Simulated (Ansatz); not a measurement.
Zinc-blende InN (metastable phase) was calculated with PBE0 (Ansatz, a first-principles code, plane waves, PAW).

Run with plane-wave cutoff 460 eV, 10×10×10 k mesh, Fermi–Dirac smearing 0.01 eV, scalar-relativistic PAW data made under PBE.

Pressure at four volumes; x = ln(V/15.395 Å³). One pressure is withheld.

```
V (Å³/atom)        x  P (GPa)
-----------  -------  -------
14.625       -0.0513     9.08
15.395        0.0000     0.58
15.765        0.0237    -2.75
16.165        0.0488        ?
```

Question: Pass a parabola P(x) through the three rows shown, estimate the bulk modulus and its pressure derivative near zero pressure, and predict the withheld pressure.

Answer: Slopes between the rows: (0.58 − (9.08))/(0.0000 − (-0.0513)) = -165.69 and (-2.75 − (0.58))/(0.0237 − (0.0000)) = -140.51 GPa. Their difference over the span 0.0750 is c = 25.18/0.0750 = 335.7 GPa, so P(x) = 9.08 + (-165.69)(x − (-0.0513)) + 335.7 (x − (-0.0513))(x − (0.0000)). At the middle row B = −dP/dx = −[-165.69 + 335.7 × 0.0513] = 148.5 GPa, and B′ = dB/dP = 2c/B = 4.5. At x = 0.0488 the parabola gives -5.87 GPa; the run gives -5.88 GPa. The Birch–Murnaghan fit to the energies at all volumes has B0 = 145 GPa and B′ = 4.5.

Spin–orbit coupling is not included.
